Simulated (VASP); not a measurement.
These are PBE GGA, VASP's PBE PAW potentials (set 64) (plane waves; VASP) values and carry that method's errors.

The input files of a VASP run:

**INCAR**
```
SYSTEM = NaBr
NELM = 100   ! most electronic steps
SIGMA = 0.01   ! width (eV)
LASPH = .True.   ! aspherical one-centre terms
ALGO = Normal   ! blocked Davidson
LCHARG = .False.
PREC = Accurate
ENCUT = 300   ! plane-wave cut-off (eV)
LWAVE = .False.
ISMEAR = 0   ! Gaussian
GGA = PE   ! PBE
ISIF = 2   ! forces and stress, cell fixed
EDIFF = 1E-6
LMAXMIX = 4   ! l cut-off of mixed one-centre charges
LREAL = .False.
```

**KPOINTS**
```
Automatic mesh
0
G
5 5 5
0 0 0
```

### POSCAR
```
NaBr
1.0
  0.0000000000   2.9473250000   2.9473250000
  2.9473250000   0.0000000000   2.9473250000
  2.9473250000   2.9473250000   0.0000000000
Na Br
1 1
Direct
  0.0000000000   0.0000000000   0.0000000000
  0.5000000000   0.5000000000   0.5000000000
```

POTCAR, in this order: Na_pv Br (PBE.64 set). Program: vasp_std.

The resulting files:

### OSZICAR
```
       N       E                     dE             d eps       ncg     rms          rms(c)
DAV:   1     0.709976023954E+02    0.70998E+02   -0.56118E+03   231   0.840E+02
DAV:   2    -0.806914266952E+00   -0.71805E+02   -0.68014E+02   250   0.223E+02
DAV:   3    -0.614321934916E+01   -0.53363E+01   -0.53138E+01   276   0.626E+01
DAV:   4    -0.621854797587E+01   -0.75329E-01   -0.75296E-01   241   0.838E+00
DAV:   5    -0.621961955325E+01   -0.10716E-02   -0.10715E-02   261   0.965E-01    0.166E+00
DAV:   6    -0.610953358486E+01    0.11009E+00   -0.17995E-01   250   0.275E+00    0.104E+00
DAV:   7    -0.609857697434E+01    0.10957E-01   -0.84586E-02   250   0.185E+00    0.570E-01
DAV:   8    -0.610211939057E+01   -0.35424E-02   -0.58536E-03   226   0.780E-01    0.104E-01
DAV:   9    -0.610209723811E+01    0.22152E-04   -0.91105E-05   262   0.101E-01    0.512E-02
DAV:  10    -0.610214911593E+01   -0.51878E-04   -0.88432E-05   232   0.941E-02    0.948E-03
DAV:  11    -0.610214925615E+01   -0.14022E-06   -0.70173E-06   247   0.316E-02
   1 F= -.61021493E+01 E0= -.61021493E+01  d E =-.631760E-16
```

File OUTCAR:
```
------------------------ aborting loop because EDIFF is reached ----------------------------------------
  FORCE on cell =-STRESS in cart. coord.  units (eV):
  Direction    XX          YY          ZZ          XY          YZ          ZX
  --------------------------------------------------------------------------------------
  Total        0.5159616      0.5159616      0.5159616      0.0000000     -0.0000000      0.0000000
  in kB       16.1441028     16.1441028     16.1441028      0.0000000     -0.0000000      0.0000000
  external PRESSURE =      16.1441028 kB  Pullay stress =       0.0000000 kB
  volume of cell :       51.21
      direct lattice vectors                 reciprocal lattice vectors
     0.000000000  2.947325000  2.947325000    -0.169645356  0.169645356  0.169645356
     2.947325000  0.000000000  2.947325000     0.169645356 -0.169645356  0.169645356
     2.947325000  2.947325000  0.000000000     0.169645356  0.169645356 -0.169645356
 POSITION                                       TOTAL-FORCE (eV/Angst)
 -----------------------------------------------------------------------------------
      0.00000      0.00000      0.00000        -0.000000     -0.000000     -0.000000
      2.94733      2.94733      2.94733         0.000000      0.000000      0.000000
 -----------------------------------------------------------------------------------
    total drift:                                0.000000     -0.000000     -0.000000
  FREE ENERGIE OF THE ION-ELECTRON SYSTEM (eV)
  ---------------------------------------------------
  free  energy   TOTEN  =        -6.1021492562 eV

  energy  without entropy=       -6.1021492562  energy(sigma->0) =       -6.10214926
```
(Selected blocks of OUTCAR.)

At this cut-off the stress carries a Pulay error, which pulls relaxed volumes low.

The structure comes from a computed database's NaBr entry; how it stands against other phases isn't given here. The cell was not relaxed at this level.
